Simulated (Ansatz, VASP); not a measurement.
**AlRu in VASP and in Ansatz**

File INCAR:

```
PREC = Accurate ; ENCUT = 520
EDIFF = 1E-7 ; ISMEAR = -1
SIGMA = 0.05 ; LREAL = F
LASPH = T ; NELM = 100
ALGO = Normal ; ISIF = 2
LWAVE = F ; LCHARG = T
GGA = PS ; LELF = T
LVHAR = T ; NBANDS = 16
```

File KPOINTS:

```
regular mesh
0
Gamma
  9 9 9
```

POSCAR

```
AlRu
1.0
    2.9916000000      0.0000000000      0.0000000000
    0.0000000000      2.9916000000      0.0000000000
    0.0000000000      0.0000000000      2.9916000000
Ru Al
1 1
Direct
    0.4970030000      0.5110170000      0.4878020000
   -0.0043240000     -0.0088300000      0.0100190000
```

input.yaml

```yaml
crystal:
  lattice:
    - [2.9916, 0.0, 0.0]
    - [0.0, 2.9916, 0.0]
    - [0.0, 0.0, 2.9916]
  atoms:
    - { symbol: Ru, position: [0.497003, 0.511017, 0.487802] }
    - { symbol: Al, position: [-0.004324, -0.00883, 0.010019] }
hamiltonian:
  xc: pbesol
  pseudopotentials: { kind: paw }
kpoints:
  mp_grid: { grid: [9, 9, 9] }
scf:
  occupations: { method: fermi_dirac, width: 0.05 }
output:
  forces: true
  stress: true
  eigenvalues: true
```

Change from the starting cell: atoms moved at random, drawn with an rms of 0.05 Å.

Alike in both runs: task single point; functional PBEsol; k mesh 9 × 9 × 9; occupations fermi-dirac, width 0.05 eV; no spin polarisation.

|  | VASP | Ansatz |
| --- | --- | --- |
| version | VASP 6.6.1 | Ansatz 0.2.0 |
| potentials or method | VASP PAW PBE potentials, release 64 (Ru_pv, Al) | Ansatz PAW |
| plane-wave cutoff (eV) | 520 | 420 |
| valence electrons in the cell | 17 | 19 |

Ansatz gave:

| Item | Value |
| --- | --- |
| gap on the k mesh at the Fermi level (eV) | none |
| pressure (GPa) | -2.7 |
| largest component of the traceless stress (GPa) | 0.61 |
| rms of the force components (eV/Å) | 0.397 |

**Question.** Estimate VASP's values.

**Answer.** gap on the k mesh at the Fermi level (eV): none; pressure (GPa): -2.7; largest component of the traceless stress (GPa): 0.62; rms of the force components (eV/Å): 0.401.

Atom by atom the forces differ by 0.004 eV/Å (rms over components). A gap of «none» marks a metal or a gap that the smearing closes. The two sets of potentials don't hold the same shells in valence.

Caveats: the PAW data sets were made with another functional, which shifts forces and pressure a little (VASP); the PAW data sets come from PBE, with cores solved anew for the run's functional, which leaves a small shift of forces and pressure (Ansatz).
